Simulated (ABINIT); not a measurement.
Write the native input for ABINIT 10.8.3 (patched build) that does the following.

```yaml
Task: equation of state
Functional: PBE
Potentials_or_basis: JTH PAW PBE v2.0
Cutoff: 327 eV
k_mesh: 7 × 7 × 7
Occupations: fermi-dirac, width 0.05 eV
Spin: no spin polarisation
Fine-grid_cutoff: 653.073 eV
Exchange_and_correlation_inside_the_PAW_spheres: full angular mesh (pawxcdev 0, this build's default; the released program takes 1)
```

Crystal: TePb.

```
Pb Te
1.0
     4.00229    0.00000    0.00000
     0.00000    4.00229    0.00000
     0.00000    0.00000    4.00229
Pb Te
1 1
Direct
  0.00000 0.00000 0.00000
  0.50000 0.50000 0.50000
```

Measurements of this composition are mostly on another form, of space group No. 225.

The input as run:

run.abi

```
# Datasets: one volume each
ndtset 7
getwfk -1
scalecart1 3*0.9795861087
scalecart2 3*0.9864848297
scalecart3 3*0.9932883884
scalecart4 3*1.0000000000
scalecart5 3*1.0066227096
scalecart6 3*1.0131594038
scalecart7 3*1.0196128224

# Pseudopotentials
pp_dirpath "./"
pseudos "Pb.GGA_PBE-JTH.xml, Te.GGA_PBE-JTH.xml"

# Structure
acell 7.5632263022 7.5632263022 7.5632263022
rprim
     1.0000000000     0.0000000000     0.0000000000
     0.0000000000     1.0000000000     0.0000000000
     0.0000000000     0.0000000000     1.0000000000
ntypat 2
znucl 82 52
natom 2
typat 1 2
xred
     0.0000000000     0.0000000000     0.0000000000
     0.5000000000     0.5000000000     0.5000000000

# Plane-wave basis
ecut 12.0
pawecutdg 24.0

# k points
kptopt 1
ngkpt 7 7 7
nshiftk 1
shiftk 0.0 0.0 0.0

# Exchange and correlation
ixc 11

# Bands and occupations
nband 14
occopt 3
tsmear 0.05 eV

# SCF cycle
nstep 100
tolvrs 1.0e-9

# Output
iomode 3
prtwf 1
prtden 0
prteig 0
prtebands 0
```

Potentials or basis: JTH PAW PBE v2.0.

Command:

```sh
$ abinit run.abi > log 2>&1
```

Results of the run:

| Item | Value |
| --- | --- |
| Equilibrium volume | 32.08 Å³/atom (rough: see the caveat) |
| Bulk modulus | 40 GPa (rough) |

Caveat: the cutoff is too short for stress, so the log's stress isn't used; pressures at fixed basis lie under the slope of the energies; the fit is doubtful: noisy points or a state that changes with volume.

Run time: 51 s on 1 thread of Arm Neoverse V1, on a shared host, peak memory 0.13 GiB.
